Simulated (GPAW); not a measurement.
# Ni3Ge (Pm-3m) in GPAW: convergence with density grid spacing (A)

Aim: find how far density grid spacing (A) must go before the results for Ni3Ge settle, at r2SCAN. This setting moves, with any that are tied to it; all else stays.

All numbers are computed with GPAW 26.7.0; they aren't measurements. Logs are shortened: lines on timing, memory, paths and dates and some standing lists are left out, and cuts for length are marked. The log counts tension as positive stress, the text compression.

**1. The structure**

It takes space group Pm-3m (No. 221, cubic). The conventional cell has a = 3.530 Å, b = 3.530 Å, c = 3.530 Å, α = 90.00°, β = 90.00°, γ = 90.00°. Around Ge (site symmetry m-3m) lie 12 Ni at 2.50 Å. Ni (site symmetry 4/mmm) is surrounded by 4 Ge at 2.50 Å and 8 Ni at 2.50 Å.

The cell comes from a database or a generator and needn't be the stable form of this composition.

**2. With density grid spacing (A) 0.24**

File run.py:

```python
from ase import Atoms
from ase.dft.bandgap import bandgap
from ase.io import write
from ase.units import GPa
from gpaw import GPAW, PW

atoms = Atoms(['Ge', 'Ni', 'Ni', 'Ni'],
              cell=[[3.5303341067, 0.0, 0.0],
                    [0.0, 3.5303341067, 0.0],
                    [0.0, 0.0, 3.5303341067]],
              scaled_positions=[[0.0, 0.0, 0.0],
                                [0.5, 0.5, 0.0],
                                [0.0, 0.5, 0.5],
                                [0.5, 0.0, 0.5]],
              pbc=True)
atoms.set_initial_magnetic_moments([0.0, 1.0, 1.0, 1.0])

calc = GPAW(mode=PW(600),
            h=0.24,
            xc='MGGA_X_R2SCAN+MGGA_C_R2SCAN',
            kpts={'size': (5, 5, 5), 'gamma': True},
            occupations={'name': 'fermi-dirac', 'width': 0.05},
            nbands=45,
            convergence={'density': 1e-05, 'energy': 1e-05},
            maxiter=100,
            txt='gpaw.txt')
atoms.calc = calc
energy = atoms.get_potential_energy()
forces = atoms.get_forces()
stress = atoms.get_stress()
calc.write('gs.gpw')
write('result.traj', atoms)
print(f'Energy: {energy:.6f} eV')
print('Forces (eV/A):')
print(forces.round(4))
print('Stress (GPa):', (stress / GPa).round(3))
print('Moments:', calc.get_magnetic_moments().round(3))
print('Fermi level:', round(calc.get_fermi_level(), 4), 'eV')
print(f'Gap: {bandgap(calc)[0]:.4f} eV, direct: {bandgap(calc, direct=True)[0]:.4f} eV')
```

Potentials or basis: GPAW PAW data sets (gpaw-data 1.2.1), pw.

Started as:

```sh
OMP_NUM_THREADS=1 python run.py
```

gpaw.txt:

```text
__  _  _
 | _ |_)|_||  |
 |__||  | ||/\| - 26.7.0

Input parameters:
  mode=PW(ecut=600.0),
  convergence={'density': 1e-05, 'energy': 1e-05},
  h=0.24,
  kpts=MonkhorstPack(size=(5, 5, 5), gamma=True),
  maxiter=100,
  nbands=45,
  occupations=Occupations(name='fermi-dirac', width=0.05),
  xc=XC(name='MGGA_X_R2SCAN+MGGA_C_R2SCAN')

Diagonalizing LCAO Hamiltonian
Converting LCAO to pw mode
   .--------.
  /|        |
 * |        |
 |Ni        |
 | .-Ni-----.
 |/    Ni  /
 Ge-------*

Atoms  # Å, Bohr magnetons
|   | symbol |        x |        y |        z |    initial magnetic moments |
|---|--------|----------|----------|----------|-----------------------------|
| 0 |     Ge | 0.000000 | 0.000000 | 0.000000 | ( 0.0000,  0.0000,  0.0000) |
| 1 |     Ni | 1.765167 | 1.765167 | 0.000000 | ( 0.0000,  0.0000,  1.0000) |
| 2 |     Ni | 0.000000 | 1.765167 | 1.765167 | ( 0.0000,  0.0000,  1.0000) |
| 3 |     Ni | 1.765167 | 0.000000 | 1.765167 | ( 0.0000,  0.0000,  1.0000) |

Unit cell  # Å
| periodic |        x |        y |        z |  lengths |    angles |
|----------|----------|----------|----------|----------|-----------|
|      yes | 3.530334 | 0.000000 | 0.000000 | 3.530334 | 90.000000 |
|      yes | 0.000000 | 3.530334 | 0.000000 | 3.530334 | 90.000000 |
|      yes | 0.000000 | 0.000000 | 3.530334 | 3.530334 | 90.000000 |

Number of symmetries: 48
Symmetry operations  # r_c * U_cc + t_c -> r_c
|    | kind |            matrix            |
|----|------|------------------------------|
|  0 |  E   |  1, 0, 0,  0, 1, 0,  0, 0, 1 |
|  1 |  σ   |  1, 0, 0,  0, 1, 0,  0, 0,-1 |
|  2 |  σ   |  1, 0, 0,  0, 0, 1,  0, 1, 0 |
|  3 |  C4  |  1, 0, 0,  0, 0, 1,  0,-1, 0 |
|  4 |  C4  |  1, 0, 0,  0, 0,-1,  0, 1, 0 |
|  5 |  σ   |  1, 0, 0,  0, 0,-1,  0,-1, 0 |
|  6 |  σ   |  1, 0, 0,  0,-1, 0,  0, 0, 1 |
|  7 |  C2  |  1, 0, 0,  0,-1, 0,  0, 0,-1 |
|  8 |  σ   |  0, 1, 0,  1, 0, 0,  0, 0, 1 |
|  9 |  C2  |  0, 1, 0,  1, 0, 0,  0, 0,-1 |
| 10 |  C3  |  0, 1, 0,  0, 0, 1,  1, 0, 0 |
| 11 |  S6  |  0, 1, 0,  0, 0, 1, -1, 0, 0 |
| 12 |  S6  |  0, 1, 0,  0, 0,-1,  1, 0, 0 |
| 13 |  C3  |  0, 1, 0,  0, 0,-1, -1, 0, 0 |
| 14 |  C4  |  0, 1, 0, -1, 0, 0,  0, 0, 1 |
| 15 |  S4  |  0, 1, 0, -1, 0, 0,  0, 0,-1 |
| 16 |  C3  |  0, 0, 1,  1, 0, 0,  0, 1, 0 |
| 17 |  S6  |  0, 0, 1,  1, 0, 0,  0,-1, 0 |
| 18 |  σ   |  0, 0, 1,  0, 1, 0,  1, 0, 0 |
| 19 |  C4  |  0, 0, 1,  0, 1, 0, -1, 0, 0 |
| 20 |  C2  |  0, 0, 1,  0,-1, 0,  1, 0, 0 |
| 21 |  S4  |  0, 0, 1,  0,-1, 0, -1, 0, 0 |
| 22 |  S6  |  0, 0, 1, -1, 0, 0,  0, 1, 0 |
| 23 |  C3  |  0, 0, 1, -1, 0, 0,  0,-1, 0 |
| 24 |  S6  |  0, 0,-1,  1, 0, 0,  0, 1, 0 |
| 25 |  C3  |  0, 0,-1,  1, 0, 0,  0,-1, 0 |
| 26 |  C4  |  0, 0,-1,  0, 1, 0,  1, 0, 0 |
| 27 |  σ   |  0, 0,-1,  0, 1, 0, -1, 0, 0 |
| 28 |  S4  |  0, 0,-1,  0,-1, 0,  1, 0, 0 |
| 29 |  C2  |  0, 0,-1,  0,-1, 0, -1, 0, 0 |
| 30 |  C3  |  0, 0,-1, -1, 0, 0,  0, 1, 0 |
| 31 |  S6  |  0, 0,-1, -1, 0, 0,  0,-1, 0 |
| 32 |  C4  |  0,-1, 0,  1, 0, 0,  0, 0, 1 |
| 33 |  S4  |  0,-1, 0,  1, 0, 0,  0, 0,-1 |
| 34 |  S6  |  0,-1, 0,  0, 0, 1,  1, 0, 0 |
| 35 |  C3  |  0,-1, 0,  0, 0, 1, -1, 0, 0 |
| 36 |  C3  |  0,-1, 0,  0, 0,-1,  1, 0, 0 |
[... 115 lines left out ...]
  Pratt-step length: 0.05
  Maximum mixing coefficient: 0.75
  Old densities: 10
  SVD Regularization: 0.005
  Good broyden scale: 1.0
  Trust region scale: 1.0
  Backstep threshold: 4.0
  History deletion threshold: 6.0
  Fourier metric: weight=20.0, sigma=0.015

occupation numbers:
  Fermi-Dirac:
    width: 0.0500  # eV

poisson solver:
  ecut: 4800.0  # eV

xc functional:
  name: MGGA_X_R2SCAN+MGGA_C_R2SCAN with 2 nearest neighbor stencil

convergence criteria:
- Maximum integral of absolute [dens]ity change: 1e-05 electrons / valence electron
- Maximum [total energy] change in last 3 cyles: 1e-05 eV / valence electron
- Maximum integral of absolute [eigenst]ate change: 4e-08 eV^2 / valence electron
maximum number of iterations: 100

SCF iterations
|iter     | |      energy | eigst |  dens |  magmom |
|---------|-|-------------|-------|-------|---------|
|iter:   1| |  -55.528149 | +0.57 |       |  +3.0032|
|iter:   2| |  -51.632881 | -1.33 | -1.10 |  +2.9049|
|iter:   3| |  -51.639544 | -2.24 | -1.15 |  +1.9224|
|iter:   4| |  -51.792341 | -3.03 | -1.58 |  +1.4165|
|iter:   5| |  -51.827387 | -3.04 | -1.65 |  +0.7905|
|iter:   6| |  -51.857508 | -3.46 | -2.18 |  +0.3013|
|iter:   7| |  -51.868489 | -3.57 | -2.22 |  +0.0610|
|iter:   8| |  -51.872334 | -3.91 | -2.29 |  +0.3375|
|iter:   9| |  -51.874064 | -4.28 | -2.73 |  +0.2548|
|iter:  10| |  -51.874137 | -4.89 | -3.48 |  +0.2568|
|iter:  11| |  -51.874083c| -5.79 | -3.75 |  +0.2487|
|iter:  12| |  -51.874049c| -6.28 | -4.30 |  +0.2451|
|iter:  13| |  -51.874040c| -7.48c| -4.67 |  +0.2439|
|iter:  14| |  -51.874028c| -7.93c| -4.96 |  +0.2427|
|iter:  15| |  -51.874025c| -7.95c| -5.50c|  +0.2423|

Converged in 15 steps
Energy contributions relative to reference atoms: (reference = -181201.633194)

Energy contributions:
  Kinetic:          64.565987
  Coulomb:         -51.583456
  Zero:              0.180228
  External:          0.000000
  Xc:              -65.027678
  Entropy:          -0.018211
  Spinorbit:         0.000000
  ----------------------------
  Free energy:     -51.883130
  Extrapolated:    -51.874025

dipole moment: (-18.588473, -18.588473, -18.588473)  # |e|*Ang

Total magnetic moment: (0.000000, 0.000000, 0.242340)

Local magnetic moments
|        x |        y |         z |
|----------|----------|-----------|
| 0.000000 | 0.000000 | -0.004540 |  # Ge   0
| 0.000000 | 0.000000 |  0.097105 |  # Ni   1
| 0.000000 | 0.000000 |  0.097105 |  # Ni   2
| 0.000000 | 0.000000 |  0.097105 |  # Ni   3

Fermi level: 10.125
Eigenvalues  # (at kpt = [0.000, 0.000, 0.000])
| band index |      eig [eV] | occ [0-1] |      eig [eV] | occ [0-1] |
|------------|---------------|-----------|---------------|-----------|
|          0 |       -55.774 |     1.000 |       -55.616 |     1.000 |
|        ... |               |           |               |           |
|         19 |         8.940 |     1.000 |         8.890 |     1.000 |
|         20 |         8.940 |     1.000 |         8.890 |     1.000 |
|         21 |         8.940 |     1.000 |         8.890 |     1.000 |
|         22 |         9.359 |     1.000 |         9.408 |     1.000 |
|         23 |         9.359 |     1.000 |         9.408 |     1.000 |
|         24 |         9.693 |     1.000 |         9.841 |     0.997 |
|         25 |        10.041 |     0.841 |        10.311 |     0.024 |
|         26 |        10.041 |     0.841 |        10.311 |     0.024 |
|         27 |        10.041 |     0.841 |        10.311 |     0.024 |
|         28 |        14.398 |     0.000 |        14.410 |     0.000 |
|         29 |        17.289 |     0.000 |        17.339 |     0.000 |
|         30 |        17.289 |     0.000 |        17.339 |     0.000 |
|         31 |        21.120 |     0.000 |        21.093 |     0.000 |
|         32 |        21.120 |     0.000 |        21.093 |     0.000 |
|         33 |        21.120 |     0.000 |        21.093 |     0.000 |
|        ... |               |           |               |           |
|         44 |        36.408 |     0.000 |        36.413 |     0.000 |

No gap
No difference between direct/indirect transitions

Forces  # eV/Ang
|        x |        y |       z |
|----------|----------|---------|
|  0.00000 | -0.00000 | 0.00000 |  # Ge   0
|  0.00000 |  0.00000 | 0.00000 |  # Ni   1
|  0.00000 | -0.00000 | 0.00000 |  # Ni   2
| -0.00000 |  0.00000 | 0.00000 |  # Ni   3

Stress tensor  # eV/Ang^3
|         x |         y |         z |
|-----------|-----------|-----------|
| -0.022640 |  0.000000 |  0.000000 |
|  0.000000 | -0.022640 |  0.000000 |
|  0.000000 |  0.000000 | -0.022640 |

# Writing to gs.gpw (mode='')
```

Run time: 58 s. Hardware: 1 thread of Arm Neoverse V1, shared host; peak memory 0.27 GiB.

Results:

* Free energy: -51.8831 eV
* Pressure: 3.6 GPa
* Band gap on the k mesh: none (metal or under the smearing width)
* Net moment: 0.24 μB per cell
* Site moments: Ge -0.00; Ni +0.10 μB

**3. With density grid spacing (A) 0.2**

run.py, as its differences from that of step 2:

```diff
@@ -18,3 +18,3 @@
 calc = GPAW(mode=PW(600),
-            h=0.24,
+            h=0.2,
             xc='MGGA_X_R2SCAN+MGGA_C_R2SCAN',
```

Potentials or basis: GPAW PAW data sets (gpaw-data 1.2.1), pw.

Started as:

```sh
OMP_NUM_THREADS=1 python run.py
```

It took 98 s on 1 thread of Arm Neoverse V1, shared host; peak memory 0.27 GiB.

Results:

* Free energy: -51.8794 eV
* Pressure: 3.5 GPa
* Band gap on the k mesh: none (metal or under the smearing width)
* Net moment: 0.24 μB per cell
* Site moments: Ge -0.00; Ni +0.10 μB

**4. With density grid spacing (A) 0.17**

run.py, as its differences from that of step 3:

```diff
@@ -18,3 +18,3 @@
 calc = GPAW(mode=PW(600),
-            h=0.2,
+            h=0.17,
             xc='MGGA_X_R2SCAN+MGGA_C_R2SCAN',
```

Started as:

```sh
OMP_NUM_THREADS=1 python run.py
```

Run time: 2.3 min. Hardware: 1 thread of Arm Neoverse V1, shared host; peak memory 0.29 GiB.

Results:

| Item | Value |
| --- | --- |
| Free energy | -51.8796 eV |
| Pressure | 3.5 GPa |
| Band gap on the k mesh | none (metal or under the smearing width) |
| Net moment | 0.24 μB per cell |
| Site moments | Ge -0.00; Ni +0.10 μB |

**5. With density grid spacing (A) 0.15**

run.py, as its differences from that of step 4:

```diff
@@ -18,3 +18,3 @@
 calc = GPAW(mode=PW(600),
-            h=0.17,
+            h=0.15,
             xc='MGGA_X_R2SCAN+MGGA_C_R2SCAN',
```

Started as:

```sh
OMP_NUM_THREADS=1 python run.py
```

Run time: 2.7 min. Hardware: 1 thread of Arm Neoverse V1, shared host; peak memory 0.31 GiB.

Results (log left out):

| Property | Result |
| --- | --- |
| Free energy | -51.8795 eV |
| Pressure | 3.5 GPa |
| Band gap on the k mesh | none (metal or under the smearing width) |
| Net moment | 0.24 μB per cell |
| Site moments | Ge -0.00; Ni +0.10 μB |

**6. With density grid spacing (A) 0.13**

run.py, as its differences from that of step 5:

```diff
@@ -18,3 +18,3 @@
 calc = GPAW(mode=PW(600),
-            h=0.15,
+            h=0.13,
             xc='MGGA_X_R2SCAN+MGGA_C_R2SCAN',
```

Potentials or basis: GPAW PAW data sets (gpaw-data 1.2.1), pw.

Started as:

```sh
OMP_NUM_THREADS=1 python run.py
```

Run time: 4.2 min. Hardware: 1 thread of Arm Neoverse V1, shared host; peak memory 0.34 GiB.

It converged, with:

| Item | Value |
| --- | --- |
| Free energy | -51.8794 eV |
| Pressure | 3.5 GPa |
| Band gap on the k mesh | none (metal or under the smearing width) |
| Net moment | 0.24 μB per cell |
| Site moments | Ge -0.00; Ni +0.10 μB |

**7. With density grid spacing (A) 0.11**

run.py, as its differences from that of step 6:

```diff
@@ -18,3 +18,3 @@
 calc = GPAW(mode=PW(600),
-            h=0.13,
+            h=0.11,
             xc='MGGA_X_R2SCAN+MGGA_C_R2SCAN',
```

Started as:

```sh
OMP_NUM_THREADS=1 python run.py
```

Run time: 8.3 min. Hardware: 1 thread of Arm Neoverse V1, shared host; peak memory 0.42 GiB.

It converged, with:

```
Free energy            : -51.8796 eV
Pressure               : 3.4 GPa
Band gap on the k mesh : none (metal or under the smearing width)
Net moment             : 0.24 μB per cell
Site moments           : Ge -0.00; Ni +0.10 μB
```

**8. With density grid spacing (A) 0.09**

run.py, as its differences from that of step 7:

```diff
@@ -18,3 +18,3 @@
 calc = GPAW(mode=PW(600),
-            h=0.11,
+            h=0.09,
             xc='MGGA_X_R2SCAN+MGGA_C_R2SCAN',
```

Started as:

```sh
OMP_NUM_THREADS=1 python run.py
```

Wall time 9.9 min (1 thread of Arm Neoverse V1, shared host).

The run was cut off at its time limit.

**9. The series at a glance**

| density grid spacing (A) | energy less the tightest run, at zero smearing (meV/atom) | pressure (GPa) | SCF cycles | CPU time (s) | peak memory (GiB) |
| --- | --- | --- | --- | --- | --- |
| 0.24 | -0.89 | 3.63 | 15 | 58 | 0.27 |
| 0.2 | 0.04 | 3.50 | 15 | 98 | 0.27 |
| 0.17 | 0.00 | 3.47 | 15 | 140 | 0.29 |
| 0.15 | 0.00 | 3.46 | 15 | 160 | 0.31 |
| 0.13 | 0.03 | 3.45 | 15 | 250 | 0.34 |
| 0.11 | 0.00 | 3.45 | 15 | 500 | 0.42 |
| 0.09 | timed out after 590 s | - | - | - | - |

Against the tightest run, the energy stays within 1 meV/atom from 0.24 on; the pressure stays within 0.1 GPa from 0.2 on. The tightest run that finished is the yardstick and may itself not be fully converged.

Caveats: the stock nickel data set gives pressures a few GPa off other programs; the PAW data sets were made with another functional, which shifts forces and pressure a little.
